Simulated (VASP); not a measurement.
# SiO2 (Cristobalite) (P4_12_12) in VASP: further runs

Aim: see how the results for SiO2 (Cristobalite) move with the level of theory and the settings. Levels: PBEsol, LDA. Tasks: relaxation of cell and atoms.

Program: VASP 6.6.1. These are calculated values, not measurements. Logs are shortened: lines on timing, memory, paths and dates and some standing lists are left out, and cuts for length are marked.

## Step 1: The structure

The structure is tetragonal, space group P4_12_12 (No. 92). The conventional cell has a = 4.982 Å, b = 4.982 Å, c = 6.963 Å, α = 90.00°, β = 90.00°, γ = 90.00°. Si (site symmetry 2) has 4 O at 1.60 to 1.61 Å as nearest neighbours. O (site symmetry 1) has 2 Si at 1.60 to 1.61 Å as nearest neighbours.

## Step 2: Relaxation of cell and atoms, PBEsol

File INCAR:

```
PREC = Accurate
ENCUT = 600
EDIFF = 1E-6
ISMEAR = 0
SIGMA = 0.03
LREAL = F
LASPH = T
NELM = 80
ALGO = Normal
ISIF = 3
LWAVE = F
LCHARG = F
GGA = PS
IBRION = 2
NSW = 90
EDIFFG = -0.01
KPAR = 4
```

File KPOINTS:

```
regular mesh
0
Gamma
  6 6 4
```

File POSCAR:

```
SiO2
1.0
    4.9820000000      0.0000000000      0.0000000000
    0.0000000000      4.9820000000      0.0000000000
    0.0000000000      0.0000000000      6.9630000000
Si O
4 8
Direct
    0.2989700000      0.2989700000      0.0000000000
    0.2010300000      0.7989700000      0.2500000000
    0.7010300000      0.7010300000      0.5000000000
    0.7989700000      0.2010300000      0.7500000000
    0.2398900000      0.1034700000      0.1781300000
    0.3965300000      0.7398900000      0.4281300000
    0.7601100000      0.8965300000      0.6781300000
    0.6034700000      0.2601100000      0.9281300000
    0.7398900000      0.3965300000      0.5718700000
    0.8965300000      0.7601100000      0.3218700000
    0.2601100000      0.6034700000      0.0718700000
    0.1034700000      0.2398900000      0.8218700000
```

Potentials or basis: VASP PAW PBE potentials, release 64 (Si, O).

Started as:

```bash
$ cat potpaw_PBE.64/Si/POTCAR potpaw_PBE.64/O/POTCAR > POTCAR
$ mpirun -np 4 vasp_std > vasp.out
```

OUTCAR:

```text
PREC = Accurate
   ENCUT = 600
   EDIFF = 1E-6
   ISMEAR = 0
   LREAL = F
   LASPH = T
   NELM = 80
   ISIF = 3
   GGA = PS
   IBRION = 2
   NSW = 90
   EDIFFG = -0.01

 ion  position               nearest neighbor table
   1  0.299  0.299  0.000-   5 1.60  12 1.60  11 1.61   8 1.61   2 3.08   4 3.08   2 3.08   4 3.08

   2  0.201  0.799  0.250-   6 1.60  11 1.60  10 1.61   5 1.61   1 3.08   3 3.08   1 3.08   3 3.08

   3  0.701  0.701  0.500-   7 1.60  10 1.60   9 1.61   6 1.61   2 3.08   4 3.08   4 3.08   2 3.08

   4  0.799  0.201  0.750-   8 1.60   9 1.60   7 1.61  12 1.61   1 3.08   3 3.08   3 3.08   1 3.08

   5  0.240  0.103  0.178-   1 1.60   2 1.61
   6  0.397  0.740  0.428-   2 1.60   3 1.61
   7  0.760  0.897  0.678-   3 1.60   4 1.61
   8  0.603  0.260  0.928-   4 1.60   1 1.61
   9  0.740  0.397  0.572-   4 1.60   3 1.61
  10  0.897  0.760  0.322-   3 1.60   2 1.61
  11  0.260  0.603  0.072-   2 1.60   1 1.61
  12  0.103  0.240  0.822-   1 1.60   4 1.61

  LATTYP: Found a simple tetragonal cell.
 ALAT       =     4.9820000000
 C/A-ratio  =     1.3976314733

  Lattice vectors:

 A1 = (   4.9820000000,   0.0000000000,   0.0000000000)
 A2 = (   0.0000000000,   4.9820000000,   0.0000000000)
 A3 = (   0.0000000000,   0.0000000000,   6.9630000000)

Analysis of symmetry for initial positions (statically):
=====================================================================
 Subroutine PRICEL returns:
 Original cell was already a primitive cell.

 Routine SETGRP: Setting up the symmetry group for a
 simple tetragonal supercell.

 Subroutine GETGRP returns: Found  8 space group operations
 (whereof  2 operations were pure point group operations)
 out of a pool of 16 trial point group operations.

The static configuration has the point symmetry C_2 .
 The point group associated with its full space group is D_4 .

Analysis of symmetry for dynamics (positions and initial velocities):
=====================================================================
 Subroutine PRICEL returns:
 Original cell was already a primitive cell.

 Routine SETGRP: Setting up the symmetry group for a
 simple tetragonal supercell.

 Subroutine GETGRP returns: Found  8 space group operations
 (whereof  2 operations were pure point group operations)
 out of a pool of 16 trial point group operations.

The dynamic configuration has the point symmetry C_2 .
 The point group associated with its full space group is D_4 .

 Subroutine INISYM returns: Found  8 space group operations
[... 137 lines left out ...]
     AMIX_MAG =   1.60;   BMIX_MAG =  1.00
  volume/ion in A,a.u.               =      14.40        97.19
  Fermi-wavevector in a.u.,A,eV,Ry     =   1.175620  2.221599 18.804365  1.382082
  Thomas-Fermi vector in A             =   2.311997
   LORBIT       =      0    0 simple, 1 ext, 2 COOP (PROOUT), +10 PAW based schemes
   GGA     = PS    functional components
   LHFCALC =     F    Hartree Fock is set to
   AEXX    =    0.0000 exact exchange contribution
   IVDW    =     0    specifies the selected vdW correction
   LEPSILON=     F    determine dielectric tensor
   LRPA    =     F    only Hartree local field effects (RPA)
 conjugate gradient relaxation of ions
 non-spin polarized calculation
 Gauss-broadening in eV      SIGMA  =   0.03
  energy-cutoff  :      600.00
  volume of cell :      172.82
 maximum number of plane-waves:      5796
 NGX is ok and might be reduce to    40
   NGX = 19   NGY = 19   NGZ = 27

--------------------------------------- Ionic step        1  -------------------------------------------

 number of electron      63.9999987 magnetization

 Free energy of the ion-electron system (eV)
  ---------------------------------------------------
  ext. energy  EPLUGINS =         0.00000000
  ---------------------------------------------------
  free energy    TOTEN  =       -98.65489109 eV

  energy without entropy =      -98.65489109  energy(sigma->0) =      -98.65489109

------------------------ aborting loop because EDIFF is reached ----------------------------------------

  FORCE on cell =-STRESS in cart. coord.  units (eV):
  Direction    XX          YY          ZZ          XY          YZ          ZX
  --------------------------------------------------------------------------------------
  -------------------------------------------------------------------------------------
  Total        4.3915967      4.3915967      5.0784120      0.0000000      0.0000000     -0.0000000
  in kB       40.7126330     40.7126330     47.0798067      0.0000000      0.0000000     -0.0000000
  external PRESSURE =      42.8350242 kB  Pullay stress =       0.0000000 kB
[... 33 lines left out ...]
--------------------------------------- Ionic step        2  -------------------------------------------

 number of electron      64.0000013 magnetization

 E-fermi :  -0.2147     XC(G=0):  -8.3099

 val. band max:       -0.3390551015   @ k =   0.0000   0.0000   0.0000
 cond. band min:       4.9916586362   @ k =   0.0000   0.0000   0.0000
 fundamental gap:      5.3307137377
 Fermi energy:        -0.2146774243

 k-point     1 :       0.0000    0.0000    0.0000
  band No.  band energies     occupation
      1     -19.4742      2.00000
      2     -18.6229      2.00000
      3     -18.6229      2.00000
      4     -17.5217      2.00000
      5     -17.4779      2.00000
      6     -17.4744      2.00000
[... 1084 lines left out ...]
  FREE ENERGIE OF THE ION-ELECTRON SYSTEM (eV)
  ---------------------------------------------------
  free  energy   TOTEN  =       -98.7121963223 eV

  energy  without entropy=      -98.7121963223  energy(sigma->0) =      -98.71219632

[... ionic steps 4 to 8 ...]

--------------------------------------- Ionic step        9  -------------------------------------------

 number of electron      64.0000000 magnetization

------------------------ aborting loop because EDIFF is reached ----------------------------------------
[... 87 lines left out ...]
--------------------------------------- Ionic step       11  -------------------------------------------

 number of electron      63.9999999 magnetization

 Free energy of the ion-electron system (eV)
  ---------------------------------------------------
  ext. energy  EPLUGINS =         0.00000000
  ---------------------------------------------------
  free energy    TOTEN  =       -98.71403335 eV

  energy without entropy =      -98.71403335  energy(sigma->0) =      -98.71403335

 E-fermi :   0.0552     XC(G=0):  -8.4346

 val. band max:       -0.1329434911   @ k =   0.0000   0.0000   0.0000
 cond. band min:       5.4355716193   @ k =   0.0000   0.0000   0.0000
 fundamental gap:      5.5685151104
 Fermi energy:         0.0551952309

 k-point     1 :       0.0000    0.0000    0.0000
  band No.  band energies     occupation
      1     -19.4529      2.00000
      2     -18.5607      2.00000
      3     -18.5607      2.00000
      4     -17.4016      2.00000
      5     -17.3602      2.00000
      6     -17.3559      2.00000
[... 1038 lines left out ...]
  FREE ENERGIE OF THE ION-ELECTRON SYSTEM (eV)
  ---------------------------------------------------
  free  energy   TOTEN  =       -98.7140333523 eV

  energy  without entropy=      -98.7140333523  energy(sigma->0) =      -98.71403335

 reached required accuracy - stopping structural energy minimisation
```

OSZICAR:

```text
N       E                     dE             d eps       ncg     rms          rms(c)
DAV:   1     0.472846606813E+03    0.47285E+03   -0.35829E+04  2340   0.167E+03
DAV:   2    -0.724365782053E+02   -0.54528E+03   -0.53097E+03  3025   0.354E+02
DAV:   3    -0.110181836237E+03   -0.37745E+02   -0.37607E+02  2739   0.104E+02
DAV:   4    -0.110774890227E+03   -0.59305E+00   -0.59188E+00  2800   0.139E+01
[... 84 lines left out ...]
DAV:   1    -0.987141479874E+02   -0.17216E-03   -0.23010E-02  2354   0.949E-01    0.906E-02
DAV:   2    -0.987140605436E+02    0.87444E-04   -0.48661E-04  2753   0.127E-01    0.395E-02
DAV:   3    -0.987140367714E+02    0.23772E-04   -0.57018E-05  2762   0.414E-02    0.146E-02
DAV:   4    -0.987140334454E+02    0.33260E-05   -0.11694E-05  2753   0.196E-02    0.527E-03
DAV:   5    -0.987140333523E+02    0.93038E-07   -0.12581E-06  1695   0.679E-03
  11 F= -.98714033E+02 E0= -.98714033E+02  d E =-.150277E-03
```

CONTCAR:

```text
SiO2
   1.00000000000000
     5.0239567512892576    0.0000000000000000   -0.0000000000000000
     0.0000000000000000    5.0239567512892576   -0.0000000000000000
    -0.0000000000000000   -0.0000000000000000    7.0029480120884733
  Si              O
     4     8
Direct
     0.2992801980269790    0.2992801980269790    0.0000000000000000
     0.2007198019730211    0.7992801980269789    0.2500000000000000
     0.7007198019730211    0.7007198019730211    0.5000000000000000
     0.7992801980269789    0.2007198019730211    0.7500000000000000
     0.2392643930176416    0.1036644238098188    0.1788551913702049
     0.3963355761901812    0.7392643930176416    0.4288551913702049
     0.7607356069823584    0.8963355761901812    0.6788551913702049
     0.6036644238098188    0.2607356069823585    0.9288551913702049
     0.7392643930176416    0.3963355761901812    0.5711448086297951
     0.8963355761901812    0.7607356069823584    0.3211448086297951
     0.2607356069823585    0.6036644238098188    0.0711448086297951
     0.1036644238098188    0.2392643930176416    0.8211448086297951

  0.00000000E+00  0.00000000E+00  0.00000000E+00
  0.00000000E+00  0.00000000E+00  0.00000000E+00
  0.00000000E+00  0.00000000E+00  0.00000000E+00
  0.00000000E+00  0.00000000E+00  0.00000000E+00
  0.00000000E+00  0.00000000E+00  0.00000000E+00
  0.00000000E+00  0.00000000E+00  0.00000000E+00
  0.00000000E+00  0.00000000E+00  0.00000000E+00
  0.00000000E+00  0.00000000E+00  0.00000000E+00
  0.00000000E+00  0.00000000E+00  0.00000000E+00
  0.00000000E+00  0.00000000E+00  0.00000000E+00
  0.00000000E+00  0.00000000E+00  0.00000000E+00
  0.00000000E+00  0.00000000E+00  0.00000000E+00
```

It took 3.9 min on 4 MPI ranks of Intel Xeon Platinum 8488C (Sapphire Rapids), shared host; peak memory 0.4 GiB.

Results:

```
Free energy                            : -98.7140 eV
Relaxed volume                         : 14.73 Å³/atom
Relaxed cell                           : a = 5.024 Å, b = 5.024 Å, c = 7.003 Å, α = 90.00°, β = 90.00°, γ = 90.00°
Space group after relaxing (to 0.05 Å) : P4_12_12 (No. 92)
Energy gained by relaxing              : 4.9 meV/atom
Ionic steps                            : 11
Pressure after relaxing                : 0.0 GPa
Largest force after relaxing           : 0.008 eV/Å
Band gap on the k mesh                 : 5.57 eV, direct
```

Forces on the atoms (eV/Å):
```
Si  -0.003 -0.003  0.000
Si   0.003 -0.003  0.000
Si   0.003  0.003  0.000
Si  -0.003  0.003  0.000
O    0.000 -0.003  0.007
O    0.003  0.000  0.007
O    0.000  0.003  0.007
O   -0.003  0.000  0.007
O    0.000  0.003 -0.007
O    0.003  0.000 -0.007
O    0.000 -0.003 -0.007
O   -0.003  0.000 -0.007
```

Step by step:
```tsv
step	energy change (eV)	largest force (eV/Å)	pressure (GPa)	volume (Å³)
1	0.0000	0.3186	4.28	172.82
2	0.0795	0.6074	-5.49	182.63
3	-0.0573	0.1328	0.17	176.57
4	-0.0573	0.1275	0.24	176.50
5	-0.0496	0.3473	-0.48	177.25
6	-0.0588	0.0153	0.04	176.71
7	-0.0588	0.0177	0.03	176.72
8	-0.0589	0.0127	-0.05	176.80
9	-0.0590	0.0102	-0.13	176.89
10	-0.0591	0.0060	-0.07	176.84
11	-0.0591	0.0076	0.02	176.76
```

Final structure:
```
Si O
1.0
     5.02396    0.00000    0.00000
     0.00000    5.02396    0.00000
     0.00000    0.00000    7.00295
Si O
4 8
Direct
  0.29928 0.29928 0.00000
  0.20072 0.79928 0.25000
  0.70072 0.70072 0.50000
  0.79928 0.20072 0.75000
  0.23926 0.10366 0.17886
  0.39634 0.73926 0.42886
  0.76074 0.89634 0.67886
  0.60366 0.26074 0.92886
  0.73926 0.39634 0.57114
  0.89634 0.76074 0.32114
  0.26074 0.60366 0.07114
  0.10366 0.23926 0.82114
```

Levels at points of the mesh, in eV from the valence-band top:
```csv
k point,band 30,band 31,band 32,band 33,band 34,band 35
"(0.00, 0.00, 0.00)",-0.28,-0.28,0.00,5.57,8.63,8.63
"(0.50, 0.00, 0.00)",-0.64,-0.48,-0.48,7.57,7.57,9.09
"(0.50, 0.50, 0.00)",-0.59,-0.54,-0.54,8.55,8.55,8.64
"(0.00, 0.00, 0.50)",-0.52,-0.39,-0.39,6.80,6.80,9.23
"(0.50, 0.00, 0.50)",-0.92,-0.17,-0.17,7.82,7.82,8.85
"(0.50, 0.50, 0.50)",-0.63,-0.63,-0.63,9.05,9.05,9.05
```

Caveat: the PAW data sets were made with another functional, which shifts forces and pressure a little. A k mesh can miss the band edges.

## Step 3: Relaxation of cell and atoms, PBEsol

This run uses another cell than the first one, of 14.73 Å³/atom, 1.023 times its volume.

INCAR: that of step 2 with these lines changed.

```diff
@@ -2,3 +2,3 @@
 ENCUT = 600
-EDIFF = 1E-6
+EDIFF = 1E-7
 ISMEAR = 0
@@ -15,3 +15,3 @@
 NSW = 90
-EDIFFG = -0.01
+EDIFFG = -0.005
 KPAR = 4
```

KPOINTS is that of step 2.

File POSCAR:

```
SiO2                                    
1.0
    5.0239567513      0.0000000000     -0.0000000000
    0.0000000000      5.0239567513     -0.0000000000
   -0.0000000000     -0.0000000000      7.0029480121
  Si              O             
     4     8
Direct
     0.2992801980269790    0.2992801980269790    0.0000000000000000
     0.2007198019730211    0.7992801980269789    0.2500000000000000
     0.7007198019730211    0.7007198019730211    0.5000000000000000
     0.7992801980269789    0.2007198019730211    0.7500000000000000
     0.2392643930176416    0.1036644238098188    0.1788551913702049
     0.3963355761901812    0.7392643930176416    0.4288551913702049
     0.7607356069823584    0.8963355761901812    0.6788551913702049
     0.6036644238098188    0.2607356069823585    0.9288551913702049
     0.7392643930176416    0.3963355761901812    0.5711448086297951
     0.8963355761901812    0.7607356069823584    0.3211448086297951
     0.2607356069823585    0.6036644238098188    0.0711448086297951
     0.1036644238098188    0.2392643930176416    0.8211448086297951
```

Potentials or basis: VASP PAW PBE potentials, release 64 (Si, O).

Started as:

```bash
$ cat potpaw_PBE.64/Si/POTCAR potpaw_PBE.64/O/POTCAR > POTCAR
$ mpirun -np 4 vasp_std > vasp.out
```

Run time: 1.7 min. Hardware: 4 MPI ranks of Intel Xeon Platinum 8488C (Sapphire Rapids), shared host; peak memory 0.4 GiB.

Results (log left out):

```
Free energy                            : -98.7224 eV
Relaxed volume                         : 14.73 Å³/atom
Relaxed cell                           : a = 5.024 Å, b = 5.024 Å, c = 7.001 Å, α = 90.00°, β = 90.00°, γ = 90.00°
Space group after relaxing (to 0.05 Å) : P4_12_12 (No. 92)
Energy gained by relaxing              : 0.0 meV/atom
Ionic steps                            : 5
Pressure after relaxing                : 0.0 GPa
Band gap on the k mesh                 : 5.57 eV, direct
```

Final structure:
```yaml
crystal:
  lattice:
    - [5.02420, 0.00000, 0.00000]
    - [0.00000, 5.02420, 0.00000]
    - [0.00000, 0.00000, 7.00132]
  atoms:
    - { symbol: Si, position: [0.29917, 0.29917, 0.00000] }
    - { symbol: Si, position: [0.20083, 0.79917, 0.25000] }
    - { symbol: Si, position: [0.70083, 0.70083, 0.50000] }
    - { symbol: Si, position: [0.79917, 0.20083, 0.75000] }
    - { symbol: O, position: [0.23926, 0.10362, 0.17895] }
    - { symbol: O, position: [0.39638, 0.73926, 0.42895] }
    - { symbol: O, position: [0.76074, 0.89638, 0.67895] }
    - { symbol: O, position: [0.60362, 0.26074, 0.92895] }
    - { symbol: O, position: [0.73926, 0.39638, 0.57105] }
    - { symbol: O, position: [0.89638, 0.76074, 0.32105] }
    - { symbol: O, position: [0.26074, 0.60362, 0.07105] }
    - { symbol: O, position: [0.10362, 0.23926, 0.82105] }
```

Levels at points of the mesh, in eV from the valence-band top:
| k point | band 30 | band 31 | band 32 | band 33 | band 34 | band 35 |
| --- | --- | --- | --- | --- | --- | --- |
| (0.00, 0.00, 0.00) | -0.28 | -0.28 | 0.00 | 5.57 | 8.64 | 8.64 |
| (0.50, 0.00, 0.00) | -0.64 | -0.48 | -0.48 | 7.57 | 7.57 | 9.10 |
| (0.50, 0.50, 0.00) | -0.59 | -0.55 | -0.55 | 8.55 | 8.55 | 8.64 |
| (0.00, 0.00, 0.50) | -0.52 | -0.39 | -0.39 | 6.80 | 6.80 | 9.23 |
| (0.50, 0.00, 0.50) | -0.92 | -0.17 | -0.17 | 7.82 | 7.82 | 8.85 |
| (0.50, 0.50, 0.50) | -0.63 | -0.63 | -0.63 | 9.05 | 9.05 | 9.05 |

Caveat: the PAW data sets were made with another functional, which shifts forces and pressure a little. PBEsol gaps usually lie below the measured ones, often by a third to a half.

(Part 1 of 2 ends here.)
